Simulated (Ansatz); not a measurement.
# Bi2Se3 (Paraguanajuatite) (R-3m) in Ansatz: a series of runs

One crystal, Bi2Se3 (Paraguanajuatite), is run at these levels: LDA, RPBE; tasks: relaxation of cell and atoms.

All numbers are computed with Ansatz 0.2.0; they aren't measurements. Logs are shortened: lines on timing, memory, paths and dates and some standing lists are left out, and cuts for length are marked.

## 1. The structure

Symmetry: R-3m, No. 166, trigonal system. The conventional cell has a = 4.143 Å, b = 4.143 Å, c = 28.636 Å, α = 90.00°, β = 90.00°, γ = 120.00°. Bi (site symmetry 3m) is surrounded by 6 Se at 2.85 to 3.07 Å. Se (site symmetry 3m) is surrounded by 3 Bi at 2.85 Å. Se (site symmetry -3m) has 6 Bi at 3.07 Å as nearest neighbours.

## 2. Relaxation of cell and atoms, LDA

Contents of input.yaml:

```yaml
crystal:
  lattice:
    - [2.0715, 1.1959810826, 9.5453333333]
    - [-2.0715, 1.1959810826, 9.5453333333]
    - [0.0, -2.3919621653, 9.5453333333]
  atoms:
    - { symbol: Bi, position: [0.5992, 0.5992, 0.5992] }
    - { symbol: Bi, position: [0.4008, 0.4008, 0.4008] }
    - { symbol: Se, position: [0.7883, 0.7883, 0.7883] }
    - { symbol: Se, position: [0.2117, 0.2117, 0.2117] }
    - { symbol: Se, position: [0.0, 0.0, 0.0] }
hamiltonian:
  xc: lda
  pseudopotentials: { kind: paw }
kpoints:
  mp_grid: { grid: [8, 8, 8] }
scf:
  occupations: { method: fermi_dirac, width: 0.05 }
output:
  forces: true
  stress: true
relax:
  f_tol: 0.01
  max_steps: 40
  cell: { stress_tol: 0.05 }
```

Potentials or basis: Ansatz PAW.

Launch:

```console
$ ansatz run input.yaml --threads 2 --pin off --max-ram 5120MiB --backend cpu --events-out ev --progress --plain --runs-dir out
```

What it wrote:

```text
Warning: RAYON_NUM_THREADS=2 ignored (pool sized by the plan → 2); use --threads N
basis.fft_grid_basis auto: the FFT boxes are laid along the combinations [[1, 0, -1], [0, 1, -1], [0, 0, 1]] of the cell's own vectors, 4.143, 4.143 and 9.840 Å long. The dense box has 30×30×72 points. Along the cell's own vectors, as sized, it would have 72×72×72, 5.76 times as many. Of the 12 symmetry operations that the crystal satisfies within crystal.symmetry.tolerance (time reversal apart; of a slab, those that keep its plane) the dense box along the cell's own vectors carries 12, and the one as laid loses 8 of those. basis.fft_grid_basis: typed keeps the cell's own vectors: state it where this run's energies or levels are differenced outside the engine with another run's, or held beside a run that keeps those vectors.
Engine: ansatz 0.2.0, aarch64-unknown-linux-gnu
Pseudopotentials: kind: paw
Pseudopotential: Bi, paw, valence charge 15, recommended cutoff 420 eV (normal), Bi.paw.azcp
Pseudopotential: Se, paw, valence charge 16, recommended cutoff 420 eV (normal), Se.paw.azcp
Functional definition: SPW92
  exchange = slater_x
  correlation = pw_c
Crystal: 5 atoms, lattice volume = 141.890 Å³
Basis set: ecut = 420 eV, 2743 PW (Γ), FFT grids on a1−a3, a2−a3, a3
Bands: 47, of which v1, the nominal top of the filled ones, is band 39 counted from 1 (38 counted from 0)
Symmetry: 12 space group operations
Space group: R-3m (ITA 166), of the structure as read, at distance tolerance 5.2e-5 Å
k-points: 65 of 512
Non-local potential: Bi, projectors of the file, l = 0: 2, l = 1: 2, l = 2: 2, l = 3: 2
Non-local potential: Se, projectors of the file, l = 0: 2, l = 1: 2, l = 2: 3, l = 3: 1
PAW form: soft (Blöchl's): semilocal exchange-correlation on the pseudo side does not see the compensation charge
PAW frozen core: Bi, regenerated for the run's functional, and the local potential with it (the file was generated under x = pbe(κ = 0.804, μ = 0.2195149727645171), c = pbe(β = 0.06672455060314922))
PAW frozen core: Se, regenerated for the run's functional, and the local potential with it (the file was generated under x = pbe(κ = 0.804, μ = 0.2195149727645171), c = pbe(β = 0.06672455060314922))
PAW one-centre angular grid: Bi, 590 points (default); XC on 64 Gauss nodes
PAW one-centre angular grid: Se, 590 points (default); XC on 64 Gauss nodes
Initial density: superposition of atomic densities (neutral atoms: chi_scale 0, normalization atom), corrected by the library's trained network
Initial wavefunctions: pseudopotential atomic-orbital guess
Functional: x = slater, c = lda
SCF iter   1: F=—  HF=-40323.302316 eV  |F-HF|=—  |Δ(HF+E_count)|=         —  Δρ=4.36e-3  dr2=3.76e-2  ethr=1.77e-3  ⟨swp⟩=8.2  Hψ=12597  notcnv=0  defer=5
preconditioner: auto → Kerker (q_TF=auto, 2.469 Å⁻¹)  [metal: Δε(μ)=0.044 eV  Ē_g=9.311 eV  σ=0.050 eV  W_gap=0.22  n_scr=36 (ndim 8)  ℏωp=16.5 eV  f_vac=0.033  D(μ)=0.05/eV (n_scr^D=0)]
SCF iter   2: F=—  HF=-40323.295259 eV  |F-HF|=—  |Δ(HF+E_count)|=   7.06e-3  Δρ=2.63e-3  dr2=1.11e-2  ethr=4.82e-5  ⟨swp⟩=1.3  Hψ=3615  notcnv=0  defer=31
SCF iter   3: F=—  HF=-40323.293144 eV  |F-HF|=—  |Δ(HF+E_count)|=   2.12e-3  Δρ=5.26e-4  dr2=1.05e-3  ethr=1.42e-5  ⟨swp⟩=1.2  Hψ=3139  notcnv=0  defer=31
SCF iter   4: F=—  HF=-40323.292951 eV  |F-HF|=—  |Δ(HF+E_count)|=   1.93e-4  Δρ=2.13e-4  dr2=8.81e-5  ethr=1.35e-6  ⟨swp⟩=2.0  Hψ=5494  notcnv=0  defer=31
SCF iter   5: F=—  HF=-40323.292938 eV  |F-HF|=—  |Δ(HF+E_count)|=   1.26e-5  Δρ=6.29e-5  dr2=1.92e-5  ethr=1.13e-7  ⟨swp⟩=2.0  Hψ=5497  notcnv=0  defer=31
SCF iter   6: F=—  HF=-40323.292932 eV  |F-HF|=—  |Δ(HF+E_count)|=   5.67e-6  Δρ=3.30e-5  dr2=5.72e-6  ethr=2.46e-8  ⟨swp⟩=2.5  Hψ=5475  notcnv=0  defer=31
SCF iter   7: F=—  HF=-40323.292932 eV  |F-HF|=—  |Δ(HF+E_count)|=   3.57e-7  Δρ=1.46e-5  dr2=1.67e-6  ethr=7.33e-9  ⟨swp⟩=2.0  Hψ=4844  notcnv=0  defer=31
[... 78 lines left out ...]
SCF iter   7: F=—  HF=-40323.328547 eV  |F-HF|=—  |Δ(HF+E_count)|=  1.46e-11  Δρ=8.59e-8  dr2=5.01e-11  ethr=1.00e-12  ⟨swp⟩=1.0  Hψ=3055  notcnv=0
SCF iter   8: F=-40323.328547 eV  HF=-40323.328547 eV  |F-HF|=1.46e-11  |Δ(HF+E_count)|=  7.28e-12  Δρ=2.81e-8  dr2=3.04e-12  ethr=1.00e-12  ⟨swp⟩=4.0  Hψ=10112  notcnv=0
SCF 7 converged in 8 iterations: F = -40323.328547 eV  dr2 = 3.04e-12
relax step   7: F+E_penalty+E_count = -40323.32854715 eV  Δ(F+E_penalty+E_count) = +1.145e-3 eV  max|allowed force component| = 3.334e-3 eV/Å  Δτ_max = 0.0000 Å  P = +0.012 GPa  Ω = 135.638 Å³  stress off target by 1.46e-2 GPa  SCF on the basis re-selected at this cell (its energy is not comparable with the rows above)  (8 SCF iters)
basis re-selected at this cell: Δ(F+E_penalty+E_count) = +1.145e-3 eV, ΔP = -0.000 GPa vs the last step (what re-selecting the basis moved, of the pressure what is left beyond the Pulay correction that the steps carried, after the strain that the cell walked since its last selection, with what the two solves' SCF thresholds leave and, on support functions, any second-order correction that the steps lacked; it is no measure of the basis error at this ecutwfc). This SCF's stress stands 1.46e-2 GPa from its target on what of the cell is left free (relax.cell.stress_tol is 5.00e-2 GPa) and its largest allowed force component is 3.33e-3 eV/Å (relax.f_tol is 1.00e-2 eV/Å): within both
SCF converged after 8 iterations
Free energy (F): -40323.328547 eV
Harris-Foulkes:  -40323.328547 eV  (|F-HF|=1.46e-11)
Internal energy: -40323.328173 eV  (E = F + TS)
E sigma→0 (E₀):  -40323.328360 eV
Entropy (-TS):   -0.000374 eV (-0.075 meV/atom)
Fermi energy:    9.558009 eV
--- Per-component energies (eV) ---
  E_band       = -1318.823064
  E_kinetic    = 963.019473
  E_local      = -10123.121986  (includes V_loc(G=0)·N_el)
  E_nonlocal   = -636.084594
  E_hartree    = 4501.155182
  E_xc         = -614.430879
  E_vxc        = -587.839298  (∫ρ·V_xc dr)
  E_paw        = -26185.511911  (= ΣΔE_a)
  E_vpaw       = 62.895891  (= ΣTr[D̂ρ^β])
  E_aug_tail   = -0.002847  (compensation charges beyond the density's cutoff)
  E_ewald      = -8234.992927
  E_core_change = 6.642317  (= ΣΔE_core)
  E_smearing   = -0.000374  (= −TS)
  E_closure    = 0.000000  (closes the sum)
  Σ components = -40323.328547   (vs F -40323.328547, Δ=0.00e0)
--- Forces (eV/Å), atoms counted from 1 ---
  atom   1  Bi     0.00000000    -0.00000000     0.00333395
  atom   2  Bi     0.00000000     0.00000000    -0.00333395
  atom   3  Se     0.00000000    -0.00000000     0.00072789
  atom   4  Se     0.00000000     0.00000000    -0.00072789
  atom   5  Se     0.00000000     0.00000000    -0.00000000
  max |Σ_I F_I| component: 1.08e-19 eV/Å
--- Stress (GPa, compression-positive) ---
        0.014558       0.000000       0.000000
        0.000000       0.014558       0.000000
        0.000000       0.000000       0.006956
  P = ⅓ Tr σ = 0.0120 GPa (0.120 kbar)
--- Relaxed structure (6 steps of the walk, 6 accepted, 1 SCFs on fresh bases) ---
  F+E_penalty+E_count = -40323.32854715 eV   max|allowed force component| = 3.334e-3 eV/Å   (the final SCF, on the basis selected at the relaxed cell)
  cell:  # Å, volume = 135.6384 Å³
    - [2.05230880833591, 1.1849010429367453, 9.296224964655588]
    - [-2.05230880833591, 1.1849010429367453, 9.296224964655588]
    - [-5.813577532769432e-33, -2.369802085922185, 9.29622496464938]
  atoms:
    - { symbol: Bi, position: [0.598640905256685, 0.598640905256685, 0.598640905256685] }
    - { symbol: Bi, position: [0.4013590947433148, 0.4013590947433148, 0.4013590947433148] }
    - { symbol: Se, position: [0.7907391432609394, 0.7907391432609394, 0.7907391432609395] }
    - { symbol: Se, position: [0.2092608567390604, 0.2092608567390604, 0.2092608567390604] }
    - { symbol: Se, position: [-2.413671200485997e-20, -2.4136712004859915e-20, -2.4136712003891446e-20] }
```

Run time: 74 s. Hardware: 2 threads of Arm Neoverse V1, shared host; peak memory 0.62 GiB.

What came out:

```yaml
Free_energy: -40323.3285 eV
Relaxed_volume: 27.13 Å³/atom
Relaxed_cell: a = 9.594 Å, b = 9.594 Å, c = 9.594 Å, α = 24.71°, β = 24.71°, γ = 24.71°
Space_group_after_relaxing_to_0.05_Å: R-3m (No. 166)
Energy_gained_by_relaxing: 7.1 meV/atom
Ionic_steps: 7
Pressure_after_relaxing: 0.0 GPa
Largest_force_after_relaxing: 0.003 eV/Å
```

Forces on the atoms (eV/Å):
```
Bi   0.000  0.000  0.003
Bi   0.000  0.000 -0.003
Se   0.000  0.000  0.001
Se   0.000  0.000 -0.001
Se   0.000  0.000  0.000
```

The path:
```csv
step,energy change (eV),largest force (eV/Å),volume (Å³)
1,0.0000,0.1175,141.89
2,-0.0107,0.1664,133.54
3,-0.0353,0.0247,136.20
4,-0.0365,0.0177,135.94
5,-0.0367,0.0237,135.73
6,-0.0368,0.0032,135.64
7,-0.0356,0.0033,135.64
```

Final structure:
```
Bi Se
1.0
     2.05231    1.18490    9.29622
    -2.05231    1.18490    9.29622
     0.00000   -2.36980    9.29622
Bi Se
2 3
Direct
  0.59864 0.59864 0.59864
  0.40136 0.40136 0.40136
  0.79074 0.79074 0.79074
  0.20926 0.20926 0.20926
  0.00000 0.00000 0.00000
```

Caveat: the plane-wave basis is chosen anew once the cell has moved, so the energies of steps on either side of that aren't comparable; spin-orbit coupling is left out, which moves the levels of the heavy elements; the PAW data sets come from PBE, with cores solved anew for the run's functional, which leaves a small shift of forces and pressure. Zero-point motion and thermal expansion aren't in these numbers.

## 3. Relaxation of cell and atoms, RPBE

Changes to input.yaml since step 2:

```diff
@@ -12,3 +12,3 @@
 hamiltonian:
-  xc: lda
+  xc: rpbe
   pseudopotentials: { kind: paw }
```

Potentials or basis: Ansatz PAW.

Launch:

```console
$ ansatz run input.yaml --threads 2 --pin off --max-ram 5120MiB --backend cpu --events-out ev --progress --plain --runs-dir out
```

Run time: 3.2 min. Hardware: 2 threads of Arm Neoverse V1, shared host; peak memory 0.72 GiB.

The run converged. Its results:

```yaml
Free_energy: -41251.6733 eV
Relaxed_volume: 37.20 Å³/atom
Relaxed_cell: a = 12.231 Å, b = 12.231 Å, c = 12.231 Å, α = 19.93°, β = 19.93°, γ = 19.93°
Space_group_after_relaxing_to_0.05_Å: R-3m (No. 166)
Energy_gained_by_relaxing: 60.9 meV/atom
Ionic_steps: 14
Pressure_after_relaxing: 0.0 GPa
Band_gap_on_the_k_mesh: 0.91 eV
```

Step by step:
```
step  energy change (eV)  largest force (eV/Å)  volume (Å³)
   1              0.0000                0.1607       141.89
   2             -0.1292                0.4894       162.89
   3             -0.2221                0.0997       163.16
   4             -0.2560                0.0929       164.34
   5             -0.2752                0.0230       169.15
   6             -0.2773                0.0421       171.86
   7             -0.2775                0.0087       172.08
   8             -0.2905                0.0099       172.08
   9             -0.2973                0.0098       175.44
  10             -0.3026                0.0132       181.64
  11             -0.3030                0.0311       185.01
  12             -0.3032                0.0021       185.07
  13             -0.3032                0.0008       185.98
  14             -0.3046                0.0005       185.98
```

Final structure:
```
Bi Se
1.0
     2.11663    1.22204   11.98391
    -2.11663    1.22204   11.98391
     0.00000   -2.44407   11.98391
Bi Se
2 3
Direct
  0.61187 0.61187 0.61187
  0.38813 0.38813 0.38813
  0.76483 0.76483 0.76483
  0.23517 0.23517 0.23517
  0.00000 0.00000 0.00000
```

Caveat: the volume moved by over 15 % at a fixed basis, so the end points are rough; the plane-wave basis is chosen anew once the cell has moved, so the energies of steps on either side of that aren't comparable; spin-orbit coupling is left out, which as a rule narrows the gap of such compounds by several tenths of an eV; the volume moved by +31 % from the deposited cell, more than functionals usually miss; the PAW data sets come from PBE, with cores solved anew for the run's functional, which leaves a small shift of forces and pressure. A k mesh can miss the band edges.
